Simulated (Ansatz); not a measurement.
A relaxed cell of Ga is given with its symmetry left out. The cell was found from a structure generator's guess, not taken from experiment.

Method: Ansatz 0.2.0, DFT PBE, scalar-relativistic, plane waves, PAW. Cutoff 420 eV, Γ-centred mesh, Gaussian smearing, no spin polarisation.

```xyz
6
Lattice="6.8229 0.0000 0.0000 0.0000 6.8229 0.0000 0.0000 0.0000 2.7354" Properties=species:S:1:pos:R:3 pbc="T T T"
Ga    0.9388    2.4727    0.0000
Ga    2.4727    5.8842    0.0000
Ga    5.8842    4.3502    0.0000
Ga    4.3502    0.9388    0.0000
Ga    0.0000    0.0000    0.0000
Ga    3.4115    3.4115    0.0000
```

Energies count from the standard state of Ga at the same level.

**Question.** What space group does it have?

**Answer.** P4/mbm (No. 127). Conventional cell: a = 6.823 Å, c = 2.735 Å. Around Ga on a site of symmetry m2m lie 5 Ga at 2.64–2.74 Å; around Ga on a site of symmetry 4/m lie 6 Ga at 2.64–2.74 Å.

**Question.** How far does it lie from the standard state of Ga?

**Answer.** +0.10 eV/atom. So it is a metastable form at best.

**Question.** Is it a metal?

**Answer.** Yes, bands cross the Fermi level on the 6×6×14 mesh.

**Question.** From what recipe could a structure generator have reached it?

**Answer.** One such recipe: 4-, 6-connected net of one element (P4/mbm, No. 127). Other recipes can lead to the same cell.

The last run used a 6×6×14 mesh (in the run's order of axes) for its 6-atom cell and Gaussian smearing of 0.10 eV. Symmetry constrained the relaxation, so the result can be a saddle point.
